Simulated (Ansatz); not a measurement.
MnS:

```
Mn S
1.0
     0.00000    2.47346    2.47346
     2.47346    0.00000    2.47346
     2.47346    2.47346    0.00000
Mn S
1 1
Direct
  0.00000 0.00000 0.00000
  0.75000 0.75000 0.75000
```

The cell is a database's computed one.

Base run:

| Quantity | Value |
| --- | --- |
| Program | Ansatz 0.2.0 |
| Functional | r2SCAN |
| Potentials or basis | Ansatz PAW |
| Cutoff | 500 eV (not typed: the program's choice for these potentials) |
| k mesh | 9 × 9 × 9 |
| Occupations | fermi-dirac, width 0.05 eV |
| Spin | collinear spin, ferromagnetic start |
| Starting moments | [4.0, 0.0] μB |
| Hubbard terms | Mn d U = 3 eV |

Its results: band gap on the k mesh none (metal or under the smearing width); pressure 57.8 GPa; net moment 4.67 μB per cell; site moments Mn +3.83; S +0.09 μB.

Q: After a change of settings the same cell gave: band gap on the k mesh none (metal or under the smearing width); pressure 64.9 GPa; net moment 4.87 μB per cell; site moments Mn +3.96; S +0.11 μB. Which change was it?
A. hubbard terms from Mn d U = 3 eV to Mn d U = 2 eV
B. hubbard terms from Mn d U = 3 eV to none; hubbard projectors from ortho-atomic (the default) to none
C. hubbard terms from Mn d U = 3 eV to Mn d U = 4 eV

A: C.

Caveats: the magnetic or orbital state may not be the lowest; a pressure of tens of GPa on the cell as given is suspect, and the run, the potentials or the cell itself is likely at fault; a cell with one magnetic atom can't hold antiferromagnetic order, which such compounds often take; the PAW data sets come from PBE, with cores solved anew for the run's functional, which leaves a small shift of forces and pressure.

Runs at the PBE level aren't shown here.
